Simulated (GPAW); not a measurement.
Runs of GPAW 26.7.0 on I. It takes space group Fmmm (No. 69, orthorhombic). Conventional cell: a = 4.384 Å, b = 4.731 Å, c = 7.820 Å, α = 90.00°, β = 90.00°, γ = 90.00°. Around I (site symmetry mmm) lie 4 I at 3.23 Å. 

```csv
task,level,potentials or basis,cell,optimizer,fmax,max steps,band path,band points,gap on the mesh (eV),pressure (GPa),relaxed volume (Å³/atom)
relaxation of cell and atoms,MS2,"GPAW PAW data sets (gpaw-data 1.2.1), pw",relaxed,BFGS,0.02 eV/Å,100,-,-,none,0.0,(a)
single point,TB-mBJ,"GPAW PAW data sets for LDA (gpaw-data 1.2.1), pw",as given,-,-,-,-,-,none,-,-
relaxation of cell and atoms,LDA,"the program's PAW data sets (release 1.2.1) made for this functional, pw",relaxed,FIRE,0.05 eV/Å,100,-,-,none,0.0,35.77
band structure,LDA,"PAW data sets generated in the run's folder for this functional, pw",as given,-,-,-,"GYCDXGZD1HC,C1Z,XH1,HY,LG",60,-,-2.1,-
```

Alike in all rows: no spin polarisation; k mesh 7 × 7 × 7; cutoff (eV) 600; smearing fermi-dirac 0.05 eV.

Estimate the missing entries.

(a) 40.35.

Caveats: an odd number of electrons without spin polarisation forces a metal; a magnetic or distorted state may lie lower; later steps reuse the first step's grids (some runs); the PAW data sets were made with another functional, which shifts forces and pressure a little (some runs); a model potential gives levels but no total energy (some runs); spin-orbit coupling is left out, which moves the levels of the heavy elements (some runs).

A k mesh can miss the band edges, and the runs leave out spin-orbit coupling on I.

A gap of «none» marks a metal or a gap under the smearing width.

Runs at the PBE level aren't shown here.
